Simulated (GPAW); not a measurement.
HfB2:

```
Hf B
1.0
     3.14000    0.00000    0.00000
    -1.57000    2.71932    0.00000
     0.00000    0.00000    3.48000
Hf B
1 2
Direct
  0.00000 0.00000 0.00000
  0.66667 0.33333 0.50000
  0.33333 0.66667 0.50000
```

```yaml
Program: GPAW 26.7.0
Task: relaxation of cell and atoms
Functional: PBEsol
Dispersion: D3(BJ)
Potentials_or_basis: PAW data sets generated in the run's folder for this functional
Cutoff: 800 eV
Basis: pw
k_mesh: 7 × 7 × 6
Occupations: fermi-dirac, width 0.05 eV
Spin: no spin polarisation
```

At the start: pressure -9.2 GPa; volume 9.90 Å³/atom.

Problem. How do energy, volume and symmetry change on relaxing?

Solution. Over 7 steps the energy falls by 10.1 meV/atom and the volume is 9.56 Å³/atom (-3.5 %); space group P6/mmm (No. 191, to 0.05 Å).

Step by step:
```
step  energy change (eV)  largest force (eV/Å)  pressure (GPa)  volume (Å³)
   1              0.0000                0.0000           -9.15        29.71
   2             -0.0120                0.0000           -7.18        29.48
   3             -0.0297                0.0000            0.33        28.64
   4             -0.0298                0.0000            0.06        28.67
   5             -0.0301                0.0000           -0.25        28.70
   6             -0.0302                0.0000           -0.24        28.69
   7             -0.0302                0.0000           -0.08        28.68
```

Final structure:
```
Hf B
1.0
     3.10991    0.00000    0.00000
    -1.55495    2.69326    0.00000
     0.00000    0.00000    3.42364
Hf B
1 2
Direct
  0.00000 0.00000 0.00000
  0.66667 0.33333 0.50000
  0.33333 0.66667 0.50000
```

Caveat: later steps reuse the first step's grids; pairwise dispersion overbinds metals, which lowers pressure and volume.
